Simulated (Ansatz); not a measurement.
In:

```
CELL_PARAMETERS angstrom
-1.88253 1.88253 1.88253
1.88253 -1.88253 1.88253
1.88253 1.88253 -1.88253
ATOMIC_POSITIONS crystal
In 0.00000 0.00000 0.00000
```

This isn't the form of In at room conditions, which is tetragonal.

- Program: Ansatz 0.2.0
- Task: single point
- Functional: PBE
- Potentials or basis: Ansatz PAW
- Cutoff: 420 eV (not typed: the program's choice for these potentials)
- k mesh: 10 × 10 × 10
- Occupations: fermi-dirac, width 0.05 eV
- Spin: no spin polarisation

On this cell: pressure 1.5 GPa; band gap on the k mesh none (metal or under the smearing width).

The same run follows on a disturbed copy (cell strained at random at fixed volume):

```
In
1.0
    -1.86975    1.85713    1.91387
     1.83353   -1.91280    1.93333
     1.85852    1.90157   -1.96954
In
1
Direct
  0.99990 0.99783 0.00147
```

**Question.** What changes?

**Answer.** The energy (extrapolated to zero smearing) moves by +1.7 meV/atom; pressure 1.6 GPa; band gap on the k mesh none (metal or under the smearing width).

Stress tensor (GPa, compression positive):
```
 2.01 -0.06  0.35
-0.06  1.41  0.68
 0.35  0.68  1.26
```
